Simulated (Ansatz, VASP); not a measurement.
Fe in VASP and in Ansatz

INCAR

```
SYSTEM = Fe
  PREC = Accurate
  ENCUT = 520
  EDIFF = 1E-6
  ISMEAR = -1
  SIGMA = 0.1
  LREAL = .False.
  LASPH = .True.
  NELM = 100
  ALGO = Normal
  ISIF = 2
  LWAVE = .False.
  LCHARG = .False.
  GGA = RE
  NBANDS = 10
```

The input KPOINTS:

```
Automatic mesh
0
Gamma
  15 15 15
  0 0 0
```

POSCAR

```
Fe
1.0
    2.2201412597      0.0000000000      0.0000000000
    0.0000000000      2.2201412597      0.0000000000
    0.0000000000      0.0000000000      2.2201412597
Fe
1
Direct
    0.0000000000      0.0000000000      0.0000000000
```

Input for Ansatz:

```yaml
crystal:
  lattice:
    - [2.2201412597, 0.0, 0.0]
    - [0.0, 2.2201412597, 0.0]
    - [0.0, 0.0, 2.2201412597]
  atoms:
    - { symbol: Fe, position: [0.0, 0.0, 0.0] }
hamiltonian:
  xc: revpbe
  pseudopotentials:
    kind: paw
    azcp:
      Fe: "pseudopotentials/Fe.paw.azcp"
basis:
  ecutwfc: 420
  fft_grid_basis: typed
kpoints:
  mp_grid: { grid: [15, 15, 15], shift: [0, 0, 0] }
magnetization:
  spin_polarized: false
scf:
  occupations: { method: fermi_dirac, width: 0.1 }
  lower_state_search: "off"
output:
  stress: true
```

Alike in both runs: task single point; functional revPBE; k mesh 15 × 15 × 15; occupations fermi-dirac, width 0.1 eV; no spin polarisation.

```csv
,VASP,Ansatz
version,VASP 6.6.1,Ansatz 0.2.0
potentials or method,"VASP PAW PBE potentials, release 64 (Fe)","plane waves (420 eV) with PAW, scalar-relativistic"
plane-wave cutoff (eV),520,420
valence electrons in the cell,8,16
```

Ansatz gave:

```
pressure (GPa) : 19.4
```

Problem. What did VASP give for the same quantities?

Solution. Pressure (GPa): 18.3.

With one functional, cell and mesh, what is left measures potentials, basis and numerics. The two sets of potentials don't hold the same shells in valence.

Caveats: so large a pressure means that the cell lies far from this level's equilibrium, or that cutoff or potentials fall short (VASP); the potentials were made for another functional, which shifts forces and pressure (VASP); the run has no spin polarisation, though such a crystal can be magnetic. Spin polarisation is off, so any magnetic state and its effect on volume and gap are missing.
